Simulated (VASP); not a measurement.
# Cu (Fm-3m) in VASP: convergence with k mesh

Aim: find how far k mesh must go before the results for Cu settle, at LDA. This setting moves, with any that are tied to it; all else stays.

All numbers are computed with VASP 6.6.1; they aren't measurements. Logs are shortened: lines on timing, memory, paths and dates and some standing lists are left out, and cuts for length are marked.

## (1) The crystal as given

It takes space group Fm-3m (No. 225, cubic). Conventional cell: a = 3.615 Å, b = 3.615 Å, c = 3.615 Å, α = 90.00°, β = 90.00°, γ = 90.00°. Cu (site symmetry m-3m) is surrounded by 12 Cu at 2.56 Å.

## (2) With k mesh 3 × 3 × 3

INCAR reads:

```
ALGO     = Fast           # electronic algorithm
EDIFF    = 1E-6           # SCF threshold, eV
ENCUT    = 520            # plane-wave cutoff, eV
ISIF     = 2              # what is computed and relaxed
ISMEAR   = 1              # smearing method
LASPH    = True           # aspherical terms in the spheres
LCHARG   = False          # write CHGCAR
LREAL    = False          # projectors in reciprocal space
LWAVE    = False          # write WAVECAR
NBANDS   = 12             # bands
NELM     = 80             # most SCF steps
PREC     = Accurate       # precision mode
SIGMA    = 0.1            # smearing width, eV
```

KPOINTS reads:

```
k-points
0
Gamma
  3 3 3
```

POSCAR reads:

```
Cu
1.0
    0.0000000000      1.8075000000      1.8075000000
    1.8075000000      0.0000000000      1.8075000000
    1.8075000000      1.8075000000      0.0000000000
Cu
1
Direct
    0.0000000000      0.0000000000      0.0000000000
```

Potentials or basis: VASP PAW LDA potentials, release 64 (Cu).

The run is started by

```sh
> cat potpaw_LDA.64/Cu/POTCAR > POTCAR
> mpirun -np 1 vasp_std > vasp.out
```

OUTCAR:

```text
EDIFF = 1E-6
   ENCUT = 520
   ISIF = 2
   ISMEAR = 1
   LASPH = True
   LREAL = False
   NELM = 80
   PREC = Accurate

 Found      4 irreducible k-points:

 Following reciprocal coordinates:
            Coordinates               Weight
  0.000000  0.000000  0.000000      1.000000
  0.333333  0.000000  0.000000      8.000000
  0.333333  0.333333  0.000000      6.000000
 -0.333333  0.333333  0.000000     12.000000
   k-points           NKPTS =      4   k-points in BZ     NKDIM =      4   number of bands    NBANDS=     12
   number of dos      NEDOS =    301   number of ions     NIONS =      1
   total plane-waves  NPLWV =   8000
   dimension x,y,z NGX =    20 NGY =   20 NGZ =   20
   dimension x,y,z NGXF=    40 NGYF=   40 NGZF=   40
   ions per type =               1
   NGX,Y,Z   is equivalent  to a cutoff of  13.01, 13.01, 13.01 a.u.
   NGXF,Y,Z  is equivalent  to a cutoff of  26.01, 26.01, 26.01 a.u.
 SYSTEM =  unknown system
   PREC   = accura    normal or accurate (medium, high low for compatibility)
   ISTART =      0    job   : 0-new  1-cont  2-samecut
   ICHARG =      2    charge: 1-file 2-atom 10-const
   ISPIN  =      1    spin polarized calculation?
   LNONCOLLINEAR =      F non collinear calculations
   LSORBIT =      F    spin-orbit coupling
   LASPH  =      T    aspherical Exc in radial PAW
   ENCUT  =  520.0 eV  38.22 Ry    6.18 a.u.   4.75  4.75  4.75*2*pi/ulx,y,z
   NELM   =     80;   NELMIN=  2; NELMDL= -5     # of ELM steps
   EDIFF  = 0.1E-05   stopping-criterion for ELM
   LREAL  =      F    real-space projection
   EDIFFG = 0.1E-04   stopping-criterion for IOM
   NSW    =      0    number of steps for IOM
   IBRION =     -1    ionic relax: 0-MD 1-quasi-New 2-CG
   NFREE  =      0    steps in history (QN), initial steepest desc. (CG)
   ISIF   =      2    stress and relaxation
   ISYM   =      2    0-nonsym 1-usesym 2-fastsym
   POTIM  = 0.5000    time-step for ionic-motion
   TEBEG  =    0.0;   TEEND  =   0.0 temperature during run
   PSTRESS=    0.0 pullay stress
   NELECT =      11.0000    total number of electrons
   NUPDOWN=      -1.0000    fix difference up-down
   EMIN   =  10.00;   EMAX   =-10.00  energy-range for DOS
   EFERMI =   0.00;   METHOD = LEGACY
   ISMEAR =     1;   SIGMA  =   0.10  broadening in eV -4-tet -1-fermi 0-gaus
   EFERMI_NEDOS =   21; number of points for ismear=-14 and -15
   IALGO  =     68    algorithm
   IMIX   =      4    mixing-type and parameters
     AMIX     =   0.40;   BMIX     =  1.00
     AMIX_MAG =   1.60;   BMIX_MAG =  1.00
  volume/ion in A,a.u.               =      11.81        79.70
  Fermi-wavevector in a.u.,A,eV,Ry     =   1.598763  3.021224 34.777078  2.556043
  Thomas-Fermi vector in A             =   2.696162
   LORBIT       =      0    0 simple, 1 ext, 2 COOP (PROOUT), +10 PAW based schemes
   GGA     = CA    functional components
   LHFCALC =     F    Hartree Fock is set to
   AEXX    =    0.0000 exact exchange contribution
   IVDW    =     0    specifies the selected vdW correction
   LEPSILON=     F    determine dielectric tensor
   LRPA    =     F    only Hartree local field effects (RPA)
 non-spin polarized calculation
 RMM-DIIS sequential band-by-band and
 Methfessel and Paxton  Order N= 1 SIGMA  =   0.10
  energy-cutoff  :      520.00
  volume of cell :       11.81
 maximum number of plane-waves:       331
   NGX =  9   NGY =  9   NGZ =  9

 number of electron      11.0000002 magnetization

 Free energy of the ion-electron system (eV)
  ---------------------------------------------------
  ext. energy  EPLUGINS =         0.00000000
  ---------------------------------------------------
  free energy    TOTEN  =        -5.00463588 eV

  energy without entropy =       -5.00786827  energy(sigma->0) =       -5.00571334

 E-fermi :   5.4395     XC(G=0): -13.1097

 val. band max:        5.4070834829   @ k =   0.3333   0.3333   0.0000
 cond. band min:      10.5398569093   @ k =  -0.3333   0.3333   0.0000
 fundamental gap:      5.1327734264
 Fermi energy:         5.4394551390

 k-point     1 :       0.0000    0.0000    0.0000
  band No.  band energies     occupation
      1      -2.0121      2.00000
      2       4.1807      2.00000
      3       4.1807      2.00000
      4       4.1807      2.00000
      5       4.9959      2.00000
      6       4.9959      2.00000
      7      30.0358      0.00000
      8      32.4733      0.00000
      9      32.4733      0.00000
     10      32.4733      0.00000
     11      35.0032      0.00000
     12      35.0032      0.00000

 k-point     2 :       0.3333    0.0000    0.0000
  band No.  band energies     occupation
      1       1.3214      2.00000
      2       4.2305      2.00000
      3       4.2593      2.00000
      4       4.2593      2.00000
      5       5.2995      2.06358
      6       5.2995      2.06358
      7      15.9040      0.00000
      8      29.2547      0.00000
      9      29.5564      0.00000
     10      29.5564      0.00000
     11      33.9904      0.00000
     12      33.9904      0.00000

 k-point     3 :       0.3333    0.3333    0.0000
  band No.  band energies     occupation
      1       2.0053      2.00000
      2       3.1317      2.00000
      3       5.1772      2.00132
      4       5.2451      2.01909
      5       5.2451      2.01909
      6       5.4071      1.51737
      7      20.9719      0.00000
      8      22.2190      0.00000
      9      22.2190      0.00000
     10      25.5489      0.00000
     11      28.1708      0.00000
     12      47.7302      0.00000

 k-point     4 :      -0.3333    0.3333    0.0000
  band No.  band energies     occupation
      1       3.1740      2.00000
      2       3.3625      2.00000
      3       4.0736      2.00000
      4       4.9287      2.00000
      5       5.3739      1.88679
      6      10.5399      0.00000
      7      13.2291      0.00000
      8      15.7711      0.00000
      9      23.8841      0.00000
     10      27.1908      0.00000
     11      40.6031      0.00000
     12      41.5498      0.00000

------------------------ aborting loop because EDIFF is reached ----------------------------------------

  FORCE on cell =-STRESS in cart. coord.  units (eV):
  Direction    XX          YY          ZZ          XY          YZ          ZX
  --------------------------------------------------------------------------------------
  -------------------------------------------------------------------------------------
  Total       -1.1111671     -1.1111671     -1.1111671     -0.0000000      0.0000000      0.0000000
  in kB     -150.7387982   -150.7387982   -150.7387982     -0.0000000      0.0000000      0.0000000
  external PRESSURE =    -150.7387982 kB  Pullay stress =       0.0000000 kB

 VOLUME and BASIS-vectors are now :
 -----------------------------------------------------------------------------
  energy-cutoff  :      520.00
  volume of cell :       11.81
      direct lattice vectors                 reciprocal lattice vectors
     0.000000000  1.807500000  1.807500000    -0.276625173  0.276625173  0.276625173
     1.807500000  0.000000000  1.807500000     0.276625173 -0.276625173  0.276625173
     1.807500000  1.807500000  0.000000000     0.276625173  0.276625173 -0.276625173

 POSITION                                       TOTAL-FORCE (eV/Angst)
 -----------------------------------------------------------------------------------
      0.00000      0.00000      0.00000         0.000000      0.000000      0.000000
 -----------------------------------------------------------------------------------
    total drift:                                0.000000      0.000000      0.000000

  FREE ENERGIE OF THE ION-ELECTRON SYSTEM (eV)
  ---------------------------------------------------
  free  energy   TOTEN  =        -5.0046358774 eV

  energy  without entropy=       -5.0078682718  energy(sigma->0) =       -5.00571334
```

OSZICAR:

```text
N       E                     dE             d eps       ncg     rms          rms(c)
DAV:   1     0.343744170175E+02    0.34374E+02   -0.57288E+03   112   0.149E+03
DAV:   2    -0.521576366170E+01   -0.39590E+02   -0.38082E+02    96   0.184E+02
DAV:   3    -0.599127511063E+01   -0.77551E+00   -0.77459E+00   112   0.315E+01
DAV:   4    -0.599528115230E+01   -0.40060E-02   -0.40055E-02   108   0.196E+00
DAV:   5    -0.599531741542E+01   -0.36263E-04   -0.36262E-04   116   0.192E-01    0.770E+00
RMM:   6    -0.534312164199E+01    0.65220E+00   -0.32522E+00   120   0.340E+01    0.441E+00
RMM:   7    -0.503006602913E+01    0.31306E+00   -0.46903E-01   119   0.124E+01    0.130E+00
RMM:   8    -0.500839473692E+01    0.21671E-01   -0.33102E-02   125   0.178E+00    0.467E-01
RMM:   9    -0.500439369134E+01    0.40010E-02   -0.95207E-03   123   0.203E+00    0.396E-02
RMM:  10    -0.500462390292E+01   -0.23021E-03   -0.17053E-03   129   0.554E-01    0.277E-02
RMM:  11    -0.500465976902E+01   -0.35866E-04   -0.20611E-04   134   0.179E-01    0.397E-02
RMM:  12    -0.500463441774E+01    0.25351E-04   -0.32995E-05   128   0.820E-02    0.375E-03
RMM:  13    -0.500463563815E+01   -0.12204E-05   -0.11694E-05   120   0.415E-02    0.747E-03
RMM:  14    -0.500463587735E+01   -0.23921E-06   -0.23701E-06    81   0.163E-02
   1 F= -.50046359E+01 E0= -.50057133E+01  d E =0.323239E-02
```

stdout:

```text
POSCAR found type information on POSCAR Cu
 POSCAR found :  1 types and       1 ions
 scaLAPACK will be used
 LDA part: xc-table for (Slater(with rela. corr.)+CA(PZ))
 , standard interpolation
 POSCAR, INCAR and KPOINTS ok, starting setup
 FFT: planning ... GRIDC
 FFT: planning ... GRID_SOFT
 FFT: planning ... GRID
 WAVECAR not read
 entering main loop
```

Wall time 1.2 s (1 thread of Intel Xeon 6975P-C (Granite Rapids), shared host); peak memory 0.11 GiB.

What came out:

```
Free energy            : -5.0046 eV
Pressure               : -15.1 GPa
Band gap on the k mesh : none (metal or under the smearing width)
```

## (3) With k mesh 4 × 4 × 4

INCAR is that of step 2.

KPOINTS reads:

```
k-points
0
Gamma
  4 4 4
```

POSCAR is that of step 2.

Potentials or basis: VASP PAW LDA potentials, release 64 (Cu).

The run is started by

```sh
> cat potpaw_LDA.64/Cu/POTCAR > POTCAR
> mpirun -np 1 vasp_std > vasp.out
```

Run time: 1.2 s. Hardware: 1 thread of Intel Xeon 6975P-C (Granite Rapids), shared host; peak memory 0.11 GiB.

Results:

```
Free energy            : -4.5043 eV
Pressure               : -10.2 GPa
Band gap on the k mesh : none (metal or under the smearing width)
```

## (4) With k mesh 6 × 6 × 6

INCAR is that of step 3.

KPOINTS reads:

```
k-points
0
Gamma
  6 6 6
```

POSCAR is that of step 3.

The run is started by

```sh
> cat potpaw_LDA.64/Cu/POTCAR > POTCAR
> mpirun -np 1 vasp_std > vasp.out
```

Wall time 1.7 s (1 thread of Intel Xeon 6975P-C (Granite Rapids), shared host); peak memory 0.11 GiB.

What came out:

* Free energy: -4.6097 eV
* Pressure: -10.4 GPa
* Band gap on the k mesh: none (metal or under the smearing width)

## (5) With k mesh 7 × 7 × 7

INCAR is that of step 4.

KPOINTS reads:

```
k-points
0
Gamma
  7 7 7
```

POSCAR is that of step 4.

The run is started by

```sh
> cat potpaw_LDA.64/Cu/POTCAR > POTCAR
> mpirun -np 1 vasp_std > vasp.out
```

It took 1.9 s on 1 thread of Intel Xeon 6975P-C (Granite Rapids), shared host; peak memory 0.11 GiB.

What came out:

* Free energy: -4.7149 eV
* Pressure: -11.6 GPa
* Band gap on the k mesh: none (metal or under the smearing width)

## (6) With k mesh 9 × 9 × 9

INCAR is that of step 5.

KPOINTS reads:

```
k-points
0
Gamma
  9 9 9
```

POSCAR is that of step 5.

Potentials or basis: VASP PAW LDA potentials, release 64 (Cu).

The run is started by

```sh
> cat potpaw_LDA.64/Cu/POTCAR > POTCAR
> mpirun -np 1 vasp_std > vasp.out
```

Wall time 2.7 s (1 thread of Intel Xeon 6975P-C (Granite Rapids), shared host); peak memory 0.11 GiB.

Results:

```
Free energy            : -4.6875 eV
Pressure               : -11.3 GPa
Band gap on the k mesh : none (metal or under the smearing width)
```

## (7) With k mesh 11 × 11 × 11

INCAR is that of step 6.

KPOINTS reads:

```
k-points
0
Gamma
  11 11 11
```

POSCAR is that of step 6.

The run is started by

```sh
> cat potpaw_LDA.64/Cu/POTCAR > POTCAR
> mpirun -np 1 vasp_std > vasp.out
```

Run time: 3.9 s. Hardware: 1 thread of Intel Xeon 6975P-C (Granite Rapids), shared host; peak memory 0.12 GiB.

Results:

| Property | Result |
| --- | --- |
| Free energy | -4.6788 eV |
| Pressure | -11.9 GPa |
| Band gap on the k mesh | none (metal or under the smearing width) |

## (8) With k mesh 14 × 14 × 14

INCAR is that of step 7.

KPOINTS reads:

```
k-points
0
Gamma
  14 14 14
```

POSCAR is that of step 7.

The run is started by

```sh
> cat potpaw_LDA.64/Cu/POTCAR > POTCAR
> mpirun -np 1 vasp_std > vasp.out
```

Run time: 6.5 s. Hardware: 1 thread of Intel Xeon 6975P-C (Granite Rapids), shared host; peak memory 0.12 GiB.

The run converged. Its results:

* Free energy: -4.6738 eV
* Pressure: -11.6 GPa
* Band gap on the k mesh: none (metal or under the smearing width)

## (9) Summary

| k mesh | energy less the tightest run, at zero smearing (meV/atom) | pressure (GPa) | SCF cycles | CPU time (s) | peak memory (GiB) |
| --- | --- | --- | --- | --- | --- |
| 3 × 3 × 3 | -331.85 | -15.07 | 14 | 0.8 | 0.11 |
| 4 × 4 × 4 | 169.67 | -10.16 | 13 | 0.9 | 0.11 |
| 6 × 6 × 6 | 65.13 | -10.44 | 13 | 1.3 | 0.11 |
| 7 × 7 × 7 | -40.84 | -11.59 | 13 | 1.5 | 0.11 |
| 9 × 9 × 9 | -13.63 | -11.34 | 13 | 2.3 | 0.11 |
| 11 × 11 × 11 | -5.12 | -11.92 | 13 | 3.5 | 0.12 |
| 14 × 14 × 14 | 0.00 | -11.61 | 13 | 6.1 | 0.12 |

Not settled before the last step: the energy (to 1 meV/atom), the pressure (to 0.1 GPa). Meshes of other sizes hit other points, so gaps and Fermi surfaces needn't settle smoothly. The tightest run that finished is the yardstick and may itself not be fully converged.
